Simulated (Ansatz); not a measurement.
**KBr (Fm-3m), an elastic constant from a strain scan**

Computed with Ansatz, DFT PBEsol, scalar-relativistic, plane waves, PAW. Cutoff 420 eV, Γ-centred 6×6×6 k-points, Gaussian smearing of 0.05 eV. No spin polarisation. Energies are free energies at this smearing, counted from the undisturbed cell; pressure is positive in compression.

The undisturbed cell (relaxed at this level):

```
K Br
1.0
     0.00000    3.27488    3.27488
     3.27488    0.00000    3.27488
     3.27488    3.27488    0.00000
K Br
1 1
Cartesian
  0.0000 0.0000 0.0000
  3.2749 3.2749 3.2749
```

The cell is strained by ε times the Voigt pattern (0, 0, 0, 1, 0, 0) (xx, yy, zz, yz, xz, xy; engineering shear) with fractional coordinates fixed. The cell holds 2 atoms in V0 = 70.25 Å³. The stress column is τ = (1/V0) dE/dε, got from the stress tensor σ (compression positive) at each point as −det(1 + εP) σ : P(1 + εP)⁻¹, with P the pattern as a tensor.

```
      ε  ΔE (meV/atom)  τ (GPa)
-0.0875          4.267   -0.450
-0.0750          3.126   -0.383
-0.0625          2.166   -0.318
-0.0500          1.384   -0.253
-0.0375          0.778   -0.189
-0.0250          0.347   -0.126
-0.0125          0.087   -0.063
 0.0000          0.000    0.000
 0.0125          0.087    0.063
 0.0250          0.347    0.126
 0.0375          0.778    0.189
 0.0500          1.384    0.253
 0.0625          2.166    0.318
 0.0750          3.126    0.383
 0.0875          4.267    0.450
 0.1000              ?        ?
```

Question: Which combination of elastic constants does this scan measure, and how large is it?

Answer: For small ε, τ = τ0 + Kε with K = pᵀCp, which for this pattern is C44 in the cubic axes. The parabola through τ at ε = -0.0125, 0 and 0.0125 has slope K = 5.0 GPa at zero. The energies per cell, E = NΔE, of the wider pair ε = ±0.0250 give K = 2[E(ε₊)/ε₊ − E(ε₋)/ε₋]/[(ε₊ − ε₋)V0] = 5.1 GPa, in agreement.

Question: Predict the withheld row at ε = 0.1000 from the harmonic law, and compare.

Answer: ΔE = V0(τ0 ε + Kε²/2)/N = 5.513 meV/atom and τ = 0.50 GPa. The calculation gives 5.593 meV/atom and 0.52 GPa, a miss of 1.5 % of the harmonic energy, so the harmonic law still holds here.